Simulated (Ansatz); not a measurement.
Input of an Ansatz 0.2.0 run:

Contents of input.yaml:

```yaml
crystal:
  lattice:
    - [0.0, 3.4733900561, 3.4390000555]
    - [3.4733900561, 0.0, 3.4390000555]
    - [3.4733900561, 3.4733900561, 0.0]
  atoms:
    - { symbol: Pb, position: [0.25, 0.25, 0.25] }
    - { symbol: Pb, position: [0.0, 0.0, 0.0] }
kpoints:
  mp_grid: { grid: [7, 7, 7] }
scf:
  occupations: { method: fermi_dirac, width: 0.05 }
hamiltonian:
  xc: pbe
  pseudopotentials: { kind: all_electron, lapw: { basis_error: 0.001 } }
output:
  forces: true
  stress: true
  eigenvalues: true
```

Potentials or basis: all-electron LAPW, scalar-relativistic.

Launch:

```sh
$ ansatz run input.yaml --threads 1 --pin off --max-ram 3072MiB --backend cpu --events-out ev --progress --plain --runs-dir out
```

(1) What does it give for the band gap on the k mesh?

(2) Estimate the pressure.

Results:

(1) none (metal or under the smearing width).

(2) 1.7 GPa.
